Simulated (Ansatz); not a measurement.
# AlN (F-43m), random displacements

All numbers below come from DFT PBE, scalar-relativistic, plane waves, PAW in Ansatz 0.2.0. The runs took a 420 eV cutoff, a Γ-centred 6×6×6 mesh and Gaussian smearing (0.05 eV). No spin polarisation. Energies are free energies at this smearing, counted from the undisturbed cell; pressure is positive in compression.

Zero of the scan (as given, not relaxed at this level; this zinc-blende form isn't the usual structure):

```yaml
crystal:
  lattice:
    - [4.36799, 0.00000, 0.00000]
    - [0.00000, -4.36799, 0.00000]
    - [0.00000, 0.00000, -4.36799]
  atoms:
    - { symbol: Al, position: [0.00000, 0.50000, 0.50000] }
    - { symbol: Al, position: [0.50000, 0.00000, 0.50000] }
    - { symbol: Al, position: [0.50000, 0.50000, 0.00000] }
    - { symbol: Al, position: [0.00000, 0.00000, 0.00000] }
    - { symbol: N, position: [0.75000, 0.75000, 0.75000] }
    - { symbol: N, position: [0.25000, 0.25000, 0.75000] }
    - { symbol: N, position: [0.25000, 0.75000, 0.25000] }
    - { symbol: N, position: [0.75000, 0.25000, 0.25000] }
```

The atoms are displaced (Å, in the unstrained cell):

```
atom ux uy uz
 Al1   0.156   0.006  -0.394
 Al2   0.068   0.276   0.173
 Al3   0.125  -0.092   0.015
 Al4  -0.080  -0.118  -0.261
  N5  -0.380  -0.200   0.065
  N6   0.197   0.007  -0.061
  N7  -0.108   0.128   0.371
  N8   0.021  -0.006   0.091
```

Strain (Voigt, engineering shear): (0.0350, -0.0025, -0.0025, 0.0014, -0.0018, -0.0191).

What are the energy change, the stress and the forces?

ΔE = 951.8 meV/atom; stress (xx, yy, zz, yz, xz, xy; compression positive) (16.88, 23.22, 25.77, -9.36, -2.04, 21.78) GPa; gap on the mesh 1.63 eV.
```csv
atom,Fx (eV/Å),Fy,Fz
Al1,-2.13,-1.09,3.36
Al2,-7.11,-8.46,9.15
Al3,-1.20,3.07,0.63
Al4,5.27,3.05,6.23
N5,10.80,6.55,-9.35
N6,-1.45,1.49,0.47
N7,-0.19,-0.72,-5.23
N8,-3.98,-3.89,-5.27
```

Cost: 1 run of about 0.24 core-minutes, on Arm Neoverse V2 (shared hosts).